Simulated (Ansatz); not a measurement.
BaTiO3 under changes of volume

One of the cells (12.840 Å³/atom); the others are scaled copies at fixed shape and fractional positions:

```
Ba Ti O
1.0
     2.82737    1.63238    2.31839
    -2.82737    1.63238    2.31839
     0.00000   -3.26476    2.31839
Ba Ti O
1 1 3
Direct
  0.00000 0.00000 0.00000
  0.48450 0.48450 0.48450
  0.50860 0.01750 0.50860
  0.01750 0.50860 0.50860
  0.50860 0.50860 0.01750
```

```yaml
Program: Ansatz 0.2.0
Functional: PBE
Potentials_or_basis: all-electron LAPW, scalar-relativistic
Cutoff: 441 eV (chosen from the basis error)
Basis_error_allowed: 0.001 eV/atom
k_mesh: 7 × 7 × 7
Occupations: fermi-dirac, width 0.05 eV
Spin: no spin polarisation
```

```tsv
volume (Å³/atom)	energy over the lowest point (meV/atom)	pressure (GPa)	gap on the mesh (eV)	largest force (eV/Å)
12.070	?	?	?	?
12.327	33.86	13.0	2.60	0.579
12.583	16.44	8.8	2.55	0.351
12.840	5.41	5.0	2.49	0.136
13.097	0.12	1.6	2.43	0.139
13.354	0.00	-1.4	2.38	0.256
13.611	4.51	-4.2	2.33	0.434
```

Question: What does the run at 12.070 Å³/atom give?

Answer: Energy over the lowest point 58.38 meV/atom; pressure 17.7 GPa; gap on the mesh 2.66 eV; largest force 0.822 eV/Å.

Worked out: A Birch-Murnaghan fit of order 3 (a polynomial in V^(-2/3)) to the other rows has its minimum at 13.23 Å³/atom with B0 = V·E''(V) = 156 GPa and B' = 4.7 at fixed shape and positions, which overstates the stiffness. It gives 58.53 meV/atom at 12.070 Å³/atom, against the run's 58.38, and -dE/dV = 17.8 GPa, against 17.7. A straight line through the other rows of the gap, of slope -2.77 eV per unit of ln V, extrapolates to 2.66 eV, against the run's 2.66.

Energies are extrapolated to zero smearing.

Caveats: spin-orbit coupling is left out, which moves the levels of the heavy elements; an odd mesh through Γ misses points on the zone boundary, where band edges often lie.
